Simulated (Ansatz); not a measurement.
Level of theory: DFT PBE, scalar-relativistic, plane waves, PAW (Ansatz). Settings: cutoff 420 eV, Γ-centred meshes spaced at most about 0.3 Å⁻¹, and about 0.25 Å⁻¹ or finer for metals (2π included), Gaussian smearing. No spin polarisation in the final relaxations.

All energies are static (0 K, no zero-point motion).

Compare these two cells of SiGe3, each relaxed at this level.

A.

```
CELL_PARAMETERS angstrom
2.86883 -4.44498 0.00000
2.86883 4.44498 0.00000
0.00000 0.00000 2.89621
ATOMIC_POSITIONS crystal
Si 0.00000 0.00000 0.00000
Ge 0.50000 0.50000 0.00000
Ge 0.00000 0.50000 0.50000
Ge 0.50000 0.00000 0.50000
```

B.

```
CELL_PARAMETERS angstrom
2.82854 0.00000 0.00000
-1.41427 2.44959 0.00000
0.00000 0.00000 10.55596
ATOMIC_POSITIONS crystal
Si 0.00000 0.00000 0.00000
Ge 0.00000 0.00000 0.24353
Ge 0.00000 0.00000 0.50000
Ge 0.00000 0.00000 0.75647
```

Task: Which form is favoured at zero pressure, and by what margin per atom?

Result: B is lower, by 136 meV/atom. A has Si and Ge ordered on fcc sites, space group Cmmm (No. 65), 18.5 Å³/atom and no gap on its mesh; B has space group P6/mmm (No. 191), 18.3 Å³/atom and no gap. Counting Ge atoms around Si (those within 1.25 times the shortest such distance or 1.15 times the sum of covalent radii; the shortest distance is added where it is long for a bond), A has Si 10 from 2.9 Å and B has Si 2. Even the lower one lies +0.30 eV/atom against the reference forms of the elements (uncorrected), so neither is stable at this level. In A, Si has 10 Ge at 2.87–3.02 Å and 2 Si at 2.90 Å; Ge on a site of symmetry mmm is surrounded by 2 Si at 2.87 Å and 10 Ge at 2.90–3.02 Å; Ge on a site of symmetry 2/m is surrounded by 8 Ge at 2.87–3.02 Å and 4 Si at 3.02 Å. In B, Si is surrounded by 2 Ge at 2.57 Å and 6 Si at 2.83 Å; Ge on a site of symmetry 6mm has 1 Si at 2.57 Å and 7 Ge at 2.71–2.83 Å; Ge on a site of symmetry 6/mmm has 8 Ge at 2.71–2.83 Å. Both come from invented guesses.

Cells relaxed within their symmetry can be saddle points.
